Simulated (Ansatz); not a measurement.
**HfO$_{2}$: strain energy, fitted**

HfO$_{2}$, P4_2/nmc, a = 3.577 Å, c = 5.203 Å. This isn't the usual stable structure of the compound. Ansatz: r2SCAN, PAW, 500 eV, Γ-centred 6×6×6 mesh on 6 atoms, Gaussian smearing 0.02 eV; no spin polarisation. Series: biaxial strain in the a-b plane, c and atoms relaxed; x is the strain in per cent. y is the free energy over the unstrained cell, V0 = 11.094 Å³/atom.

```
x (%) y (meV/atom)
 -4.5             ?
 -3.0         39.86
 -1.5          9.73
  0.0          0.00
  1.5          9.29
  3.0         36.20
  4.5         79.32
```

Problem. Fit y = c2 x² + c3 x³ to the other rows, turn c2 into a modulus, and predict the missing energy.

Solution. Least squares on the rows shown. y = 4.2246 x² − 0.068260 x³. In eV per unit strain² c2 is 42.25; M is the biaxial modulus (E = M V0 ε²): 42.25 × 160.2 / (11.094) = 610 GPa. At x = -4.5 the fit asked for gives 91.77 meV/atom. The run gave 91.66 meV/atom, so the fit is 0.11 meV/atom too high, a small miss on the scale of the series.

Spin–orbit coupling is left out, which can shift energies with elements as heavy as these.